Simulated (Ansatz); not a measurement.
Write a Python script for the Python package of Ansatz (0.2.0) that makes a calculation of the elastic constants of KI, space group Cmcm. Level of theory (first run): PBEsol, PAW, the default cutoff (420 eV here), 5×5×3 k-points, fixed occupations.

```yaml
crystal:
  lattice:
    - [2.51266, -4.25523, 0.00000]
    - [2.51266, 4.25523, 0.00000]
    - [0.00000, 0.00000, 8.67659]
  atoms:
    - { symbol: K, position: [0.50000, 0.50000, 0.50000] }
    - { symbol: K, position: [0.50000, 0.50000, 0.00000] }
    - { symbol: I, position: [0.84023, 0.15977, 0.25000] }
    - { symbol: I, position: [0.15977, 0.84023, 0.75000] }
```

`ki.py`
```python
'''Stiffness tensor and moduli of KI.'''

from dataclasses import replace

import ansatz as az
from ase import Atoms
import numpy as np

atoms = Atoms(
    ['K', 'K', 'I', 'I'],
    scaled_positions=[
        (0.5, 0.5, 0.5),
        (0.5, 0.5, 0.0),
        (0.84023, 0.15977, 0.25),
        (0.15977, 0.84023, 0.75),
    ],
    cell=[
        (2.51266, -4.255227, 0.0),
        (2.51266, 4.255227, 0.0),
        (0.0, 0.0, 8.676589),
    ],
    pbc=True,
)
system = az.Crystal.from_ase(atoms)

calc = (
    system.calculation()
    .occupations('fixed')
    .functional('PBEsol')
    .kpoints(5, 5, 3)
)
# first bring the cell to zero stress
rest = calc.relax(cell=True).run(threads=1).lattice
relaxed = az.Crystal(lattice=az.Lattice.of(rest.cell_ang))
for site in rest.sites:
    relaxed = relaxed.atom(site.symbol, site.position_frac)
calc = replace(calc, crystal=relaxed)
print('relaxed volume {:.3f} A^3'.format(abs(np.linalg.det(rest.cell_ang))))
result = calc.elastic('clamped-ion', amplitude=0.005).run(threads=1)
elastic = result.elastic

C = np.asarray(elastic.c_gpa)
for i in range(6):
    for j in range(i, 6):
        if abs(C[i, j]) > 0.05:
            print(f'C{i + 1}{j + 1} = {C[i, j]:.1f} GPa')
print('smallest eigenvalue of C:', round(elastic.stability.min_eigenvalue_gpa, 1), 'GPa; stable:', elastic.stability.stable)
# averaged moduli need a positive definite tensor
if elastic.stability.min_eigenvalue_gpa > 0:
    m = elastic.moduli
    anisotropy = 5 * m.g_voigt_gpa / m.g_reuss_gpa + m.k_voigt_gpa / m.k_reuss_gpa - 6
    print(f'Voigt K {m.k_voigt_gpa:.1f} G {m.g_voigt_gpa:.1f}; Reuss K {m.k_reuss_gpa:.1f} G {m.g_reuss_gpa:.1f}; universal anisotropy index {anisotropy:.3f}')
```

Output of `python ki.py`:
```text
DeckWarning: basis.ecutwfc = 420 eV, auto-derived from the records' recommended cutoffs: set by K (normal level)
relaxed volume 172.390 A^3
C11 = 19.6 GPa
C12 = 7.2 GPa
C13 = 8.4 GPa
C22 = 19.5 GPa
C23 = 8.4 GPa
C33 = 22.9 GPa
C44 = 8.6 GPa
C55 = 8.6 GPa
C66 = 6.2 GPa
smallest eigenvalue of C: 6.2 GPa; stable: True
Voigt K 12.2 G 7.2; Reuss K 12.1 G 7.0; universal anisotropy index 0.145
```
(Warnings from the package without file and line.)

Caveats:
- A positive definite tensor excludes instabilities under uniform strain alone; phonons elsewhere in the zone can still be imaginary.
- The cell relaxed to the group P6_3/mmc; tensors and edges are in the axes of the typed cell.
- These are clamped-ion constants: where atoms have free coordinates under strain, the relaxed-ion ones can be far smaller or negative, so this tensor doesn't settle whether the crystal is stable.
- The structure comes from a database of computed cells and needn't be a stable or known phase.
- The constants belong to the cell that was strained; where it wasn't relaxed first it may be under stress.
- Finished in 2.4 min on 1 thread of Arm Neoverse V2, on a shared host, peak memory 0.56 GiB.

(A comment or docstring line of the script was reworded after the run, the code is as it ran.)
